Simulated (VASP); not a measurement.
Here is a VASP 6.6.1 calculation.

File POSCAR:

```
AlN
1.0
    3.3121157418      0.0000000000      0.0000000000
   -1.6560578709      2.8683763727      0.0000000000
    0.0000000000      0.0000000000      4.1875630000
Al N
2 2
Cartesian
    1.6560578711      0.9561254575      1.0468907500
   -0.0000000002      1.9122509152      3.1406722500
    1.6560578711      0.9561254575      3.1406722500
   -0.0000000002      1.9122509152      1.0468907500
```

File INCAR.step1:

```
SYSTEM = AlN
PREC = Accurate
ENCUT = 500
EDIFF = 1E-5
ISMEAR = -1
SIGMA = 0.05
LREAL = .FALSE.
LASPH = .TRUE.
NELM = 60
ALGO = Normal
ISIF = 2
LWAVE = .TRUE.
LCHARG = .FALSE.
NBANDS = 16
GGA = PE
```

Contents of INCAR.step2:

```
SYSTEM = AlN
PREC = Accurate
ENCUT = 500
EDIFF = 1E-6
ISMEAR = -5
SIGMA = 0.05
LREAL = .FALSE.
LASPH = .TRUE.
NELM = 60
ALGO = Normal
ISIF = 2
LWAVE = .FALSE.
LCHARG = .FALSE.
GGA = PE
LHFCALC = .TRUE.
AEXX = 0.25
PRECFOCK = Fast
HFRCUT = -1
LORBIT = 11
NBANDS = 16
ISTART = 1
NEDOS = 1001
```

KPOINTS

```
Automatic mesh
0
G
  5 5 4
  0 0 0
```

Potentials or basis: VASP PAW PBE potentials, release 54 (Al, N).

Command:

```console
$ cat potpaw_PBE.54/Al/POTCAR potpaw_PBE.54/N/POTCAR > POTCAR
$ cp INCAR.step1 INCAR
$ mpirun -np 1 vasp_std > vasp.out
$ cp INCAR.step2 INCAR
$ mpirun -np 1 vasp_std > vasp.out
```

Question: Predict the band gap on the k mesh.

Answer: 5.24 eV, direct.

Question: What does it give for the pressure?

Answer: -5.9 GPa.

Stress tensor (GPa, compression positive):
```
-6.08  0.00  0.00
 0.00 -6.08  0.00
 0.00  0.00 -5.61
```

Caveat: the k mesh is coarse (spacing up to 0.44 Å⁻¹), so the values aren't converged, least of all with exact exchange; the PAW data sets were made with another functional, which shifts forces and pressure a little.
